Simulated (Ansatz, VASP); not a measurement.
This is a calculation of TiAl for VASP 6.6.1.

INCAR

```
SYSTEM = TiAl
PREC     = Accurate       ! precision mode
ENCUT    = 520            ! plane-wave cutoff, eV
EDIFF    = 1E-6           ! SCF threshold, eV
ISMEAR   = 0              ! smearing method
SIGMA    = 0.014          ! smearing width, eV
LREAL    = .FALSE.        ! projectors in reciprocal space
LASPH    = .TRUE.         ! aspherical terms in the spheres
NELM     = 60             ! most SCF steps
ALGO     = Fast           ! electronic algorithm
ISIF     = 2              ! what is computed and relaxed
LWAVE    = .FALSE.        ! write WAVECAR
LCHARG   = .TRUE.         ! write CHGCAR
GGA      = PE             ! functional
LELF     = .TRUE.         ! ELF
LVHAR    = .TRUE.       
NBANDS   = 14             ! bands
```

Contents of KPOINTS:

```
regular mesh
0
G
  8 8 8
  0 0 0
```

The input POSCAR:

```
TiAl
1.0
    3.1790640000      0.0000000000      0.0000000000
    0.0000000000      3.1790640000      0.0000000000
    0.0000000000      0.0000000000      3.1790640000
Ti Al
1 1
Direct
    0.0000000000      0.0000000000      0.0000000000
    0.5000000000      0.5000000000      0.5000000000
```

Potentials or basis: VASP PAW PBE potentials, release 64 (Ti_sv, Al).

Run with:

```console
$ cat potpaw_PBE.64/Ti_sv/POTCAR potpaw_PBE.64/Al/POTCAR > POTCAR
$ mpirun -np 1 vasp_std > vasp.out
```

Question: Set up the same calculation for Ansatz 0.2.0. Potentials there: Ansatz PAW.

Answer: As run (the cutoff follows the program's own potentials):

Contents of input.yaml:

```yaml
crystal:
  lattice:
    - [3.179064, 0.0, 0.0]
    - [0.0, 3.179064, 0.0]
    - [0.0, 0.0, 3.179064]
  atoms:
    - { symbol: Ti, position: [0.0, 0.0, 0.0] }
    - { symbol: Al, position: [0.5, 0.5, 0.5] }
hamiltonian:
  xc: pbe
  pseudopotentials: { kind: paw }
kpoints:
  mp_grid: { grid: [8, 8, 8] }
scf:
  occupations: { method: gaussian, width: 0.014 }
output:
  forces: true
  stress: true
  eigenvalues: true
```

Potentials or basis: Ansatz PAW.

The run is started by

```console
$ ansatz run input.yaml --threads 2 --pin off --max-ram 5632MiB --backend cpu --events-out ev --progress --plain --runs-dir out
```

Both were run:

|  | VASP | Ansatz | Ansatz less VASP |
| --- | --- | --- | --- |
| gap on the k mesh at the Fermi level (eV) | none | none | - |
| pressure (GPa) | 0.6 | 0.7 | +0.03 |

A gap of «none» marks a metal or a gap that the smearing closes. The functional is the same, so the differences come from potentials, cutoffs and numerics.
